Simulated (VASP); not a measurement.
Computed with r2SCAN meta-GGA, VASP's PBE PAW potentials (set 64) (plane waves; VASP).

A VASP calculation is set up with these files.

**INCAR**
```
SYSTEM = CsBr
PREC = Accurate
ENCUT = 480
EDIFF = 1E-7
NELM = 100
ALGO = Normal
LREAL = .FALSE.
LASPH = .TRUE.
ISMEAR = 0
SIGMA = 0.05
METAGGA = R2SCAN
LMIXTAU = .TRUE.
LMAXMIX = 4
LWAVE = .FALSE.
LCHARG = .FALSE.
ISIF = 2
IBRION = 2
NSW = 30
EDIFFG = -0.01
```

File POSCAR:
```
CsBr
1.0
  4.3221371611   0.0000000000   0.0000000000
  0.0000000000   4.4518012759   0.0000000000
  0.0000000000   0.0000000000   4.4518012759
Cs Br
1 1
direct
  0.0000000000   0.0000000000   0.0000000000
  0.5000000000   0.5000000000   0.5000000000
```

### KPOINTS
```
Automatic
0
Gamma
  6 6 6
```

POTCAR, in this order: Cs_sv Br (PBE.64 set). Program: vasp_std.

The resulting files:

### OUTCAR
```
 ion  position               nearest neighbor table
   1  0.000  0.000  0.000-
   2  0.500  0.500  0.500-
  LATTYP: Found a simple tetragonal cell.
 ALAT       =     4.4518012759
 C/A-ratio  =     0.9708737864
 Subroutine PRICEL returns:
 Original cell was already a primitive cell.
 Subroutine GETGRP returns: Found 16 space group operations
The static configuration has the point symmetry D_4h.
The dynamic configuration has the point symmetry D_4h.
 Subroutine INISYM returns: Found 16 space group operations
 Subroutine IBZKPT returns following result:
 Found     40 irreducible k-points:

 Following reciprocal coordinates:
            Coordinates               Weight
  0.000000  0.000000  0.000000      1.000000
  0.166667  0.000000  0.000000      2.000000
  0.333333  0.000000  0.000000      2.000000
  0.500000  0.000000  0.000000      1.000000
  0.000000  0.166667  0.000000      4.000000
  0.166667  0.166667  0.000000      8.000000
  0.333333  0.166667  0.000000      8.000000
  0.500000  0.166667  0.000000      4.000000
  0.000000  0.333333  0.000000      4.000000
  0.166667  0.333333  0.000000      8.000000
  0.333333  0.333333  0.000000      8.000000
  0.500000  0.333333  0.000000      4.000000
  0.000000  0.500000  0.000000      2.000000
  0.166667  0.500000  0.000000      4.000000
  0.333333  0.500000  0.000000      4.000000
  0.500000  0.500000  0.000000      2.000000
  0.000000  0.166667  0.166667      4.000000
  0.166667  0.166667  0.166667      8.000000
  0.333333  0.166667  0.166667      8.000000
  0.500000  0.166667  0.166667      4.000000
  0.000000  0.333333  0.166667      8.000000
  0.166667  0.333333  0.166667     16.000000
  0.333333  0.333333  0.166667     16.000000
  0.500000  0.333333  0.166667      8.000000
  0.000000  0.500000  0.166667      4.000000
  0.166667  0.500000  0.166667      8.000000
  0.333333  0.500000  0.166667      8.000000
  0.500000  0.500000  0.166667      4.000000
  0.000000  0.333333  0.333333      4.000000
  0.166667  0.333333  0.333333      8.000000
  0.333333  0.333333  0.333333      8.000000
  0.500000  0.333333  0.333333      4.000000
  0.000000  0.500000  0.333333      4.000000
  0.166667  0.500000  0.333333      8.000000
  0.333333  0.500000  0.333333      8.000000
  0.500000  0.500000  0.333333      4.000000
  0.000000  0.500000  0.500000      1.000000
  0.166667  0.500000  0.500000      2.000000
  0.333333  0.500000  0.500000      2.000000
  0.500000  0.500000  0.500000      1.000000
   k-points           NKPTS =     40   k-points in BZ     NKDIM =     40   number of bands    NBANDS=     12
   number of dos      NEDOS =    301   number of ions     NIONS =      2
   total plane-waves  NPLWV =  32768
   dimension x,y,z NGX =    32 NGY =   32 NGZ =   32
   dimension x,y,z NGXF=    64 NGYF=   64 NGZF=   64
   ions per type =               1   1
   PREC   = accura    normal or accurate (medium, high low for compatibility)
   ISTART =      0    job   : 0-new  1-cont  2-samecut
   ICHARG =      2    charge: 1-file 2-atom 10-const
   ISPIN  =      1    spin polarized calculation?
   LNONCOLLINEAR =      F non collinear calculations
   LSORBIT =      F    spin-orbit coupling
   INIWAV =      1    electr: 0-lowe 1-rand  2-diag
   ENCUT  =  480.0 eV  35.28 Ry    5.94 a.u.   7.72  7.95  7.95*2*pi/ulx,y,z
   NELM   =    100;   NELMIN=  2; NELMDL= -5     # of ELM steps
   EDIFF  = 0.1E-06   stopping-criterion for ELM
   LREAL  =      F    real-space projection
   NLSPLINE    = F    spline interpolate recip. space projectors
...
```

File OSZICAR:
```
       N       E                     dE             d eps       ncg     rms          rms(c)
DAV:   1     0.571246993225E+02    0.57125E+02   -0.63381E+03   960   0.107E+03
DAV:   2    -0.383993431250E+02   -0.95524E+02   -0.87188E+02  1416   0.178E+02
DAV:   3    -0.458508149567E+02   -0.74515E+01   -0.74308E+01  1204   0.574E+01
DAV:   4    -0.459253501919E+02   -0.74535E-01   -0.74498E-01  1140   0.683E+00
DAV:   5    -0.459260171699E+02   -0.66698E-03   -0.66691E-03  1208   0.629E-01    0.174E+00
DAV:   6    -0.431530153583E+02    0.27730E+01   -0.65048E-01  1076   0.629E+00    0.141E+00
DAV:   7    -0.416026186066E+02    0.15504E+01   -0.48483E-01  1100   0.530E+00    0.618E-01
DAV:   8    -0.423058950684E+02   -0.70328E+00   -0.34778E-01   984   0.552E+00    0.420E-01
DAV:   9    -0.425419297559E+02   -0.23603E+00   -0.19532E-01   960   0.467E+00    0.308E-01
DAV:  10    -0.423217493737E+02    0.22018E+00   -0.20335E-01   960   0.473E+00    0.106E-01
DAV:  11    -0.423024425062E+02    0.19307E-01   -0.26135E-02  1008   0.190E+00    0.714E-02
DAV:  12    -0.423052079284E+02   -0.27654E-02   -0.10281E-02   984   0.122E+00    0.669E-02
DAV:  13    -0.423064531637E+02   -0.12452E-02   -0.34801E-04  1196   0.185E-01    0.401E-02
DAV:  14    -0.423107088612E+02   -0.42557E-02   -0.21183E-03   968   0.547E-01    0.776E-03
DAV:  15    -0.423107469274E+02   -0.38066E-04   -0.40862E-05  1160   0.779E-02    0.798E-03
DAV:  16    -0.423107197241E+02    0.27203E-04   -0.23449E-06  1096   0.173E-02    0.785E-03
DAV:  17    -0.423107844350E+02   -0.64711E-04   -0.13025E-05  1016   0.482E-02    0.346E-03
DAV:  18    -0.423108021071E+02   -0.17672E-04   -0.15777E-05   996   0.489E-02    0.439E-03
DAV:  19    -0.423108024921E+02   -0.38499E-06   -0.45289E-07  1184   0.854E-03    0.297E-03
DAV:  20    -0.423108016553E+02    0.83681E-06   -0.34022E-07  1016   0.783E-03    0.107E-03
DAV:  21    -0.423108021531E+02   -0.49780E-06   -0.34366E-07  1032   0.696E-03    0.391E-04
DAV:  22    -0.423108022374E+02   -0.84263E-07   -0.83318E-08   708   0.313E-03
   1 F= -.42310802E+02 E0= -.42310802E+02  d E =-.423108E+02
```

File OUTCAR:
```
------------------------ aborting loop because EDIFF is reached ----------------------------------------
  FORCE on cell =-STRESS in cart. coord.  units (eV):
  Direction    XX          YY          ZZ          XY          YZ          ZX
  --------------------------------------------------------------------------------------
  Total       -0.1722292     -0.5180157     -0.5180157      0.0000000      0.0000000      0.0000000
  in kB       -3.2214190     -9.6891003     -9.6891003      0.0000000      0.0000000      0.0000000
  external PRESSURE =      -7.5332065 kB  Pullay stress =       0.0000000 kB
  volume of cell :       85.66
      direct lattice vectors                 reciprocal lattice vectors
     4.322137161  0.000000000  0.000000000     0.231367021  0.000000000  0.000000000
     0.000000000  4.451801276  0.000000000     0.000000000  0.224628176  0.000000000
     0.000000000  0.000000000  4.451801276     0.000000000  0.000000000  0.224628176
 POSITION                                       TOTAL-FORCE (eV/Angst)
 -----------------------------------------------------------------------------------
      0.00000      0.00000      0.00000         0.000000      0.000000      0.000000
      2.16107      2.22590      2.22590         0.000000      0.000000      0.000000
 -----------------------------------------------------------------------------------
    total drift:                                0.000000      0.000000     -0.000000
  FREE ENERGIE OF THE ION-ELECTRON SYSTEM (eV)
  ---------------------------------------------------
  free  energy   TOTEN  =       -42.3108022374 eV

  energy  without entropy=      -42.3108022374  energy(sigma->0) =      -42.31080224

 reached required accuracy - stopping structural energy minimisation
```
(Selected blocks of OUTCAR.)

**OUTCAR**
```
 val. band max:       -0.9729462337   @ k =   0.0000   0.5000   0.5000

 cond. band min:       3.8736249226   @ k =   0.0000   0.0000   0.0000


 Fermi energy:        -0.7576676042

 k-point     1 :       0.0000    0.0000    0.0000
  band No.  band energies     occupation
      1     -21.4971      2.00000
      2     -13.7561      2.00000
      3      -7.7615      2.00000
      4      -7.7615      2.00000
      5      -7.7165      2.00000
      6      -1.1048      2.00000
      7      -1.1048      2.00000
      8      -0.9967      2.00000
      9       3.8736      0.00000
     10       4.3789      0.00000
     11       4.4555      0.00000
     12       8.3528      0.00000

 k-point     2 :       0.1667    0.0000    0.0000
  band No.  band energies     occupation
      1     -21.4851      2.00000
      2     -13.7531      2.00000
      3      -7.8284      2.00000
      4      -7.7394      2.00000
      5      -7.7394      2.00000
      6      -1.3617      2.00000
      7      -1.1380      2.00000
      8      -1.1380      2.00000
      9       4.4783      0.00000
     10       4.5592      0.00000
     11       5.0471      0.00000
     12       8.3472      0.00000

 k-point     3 :       0.3333    0.0000    0.0000
  band No.  band energies     occupation
      1     -21.4611      2.00000
      2     -13.7482      2.00000
      3      -8.0348      2.00000
      4      -7.6943      2.00000
      5      -7.6943      2.00000
      6      -1.9525      2.00000
      7      -1.2079      2.00000
      8      -1.2079      2.00000
      9       5.0369      0.00000
     10       5.7692      0.00000
     11       6.3437      0.00000
     12       8.0845      0.00000

 k-point     4 :       0.5000    0.0000    0.0000
  band No.  band energies     occupation
      1     -21.4490      2.00000
      2     -13.7464      2.00000
      3      -8.1303      2.00000
      4      -7.6714      2.00000
      5      -7.6714      2.00000
      6      -2.2045      2.00000
...
```

Unless said otherwise, spin-orbit coupling is left out, though it shifts the bands of the heavy elements here.

The compound is CsBr in the CsCl type structure. This cell was strained or had an atom moved on purpose.
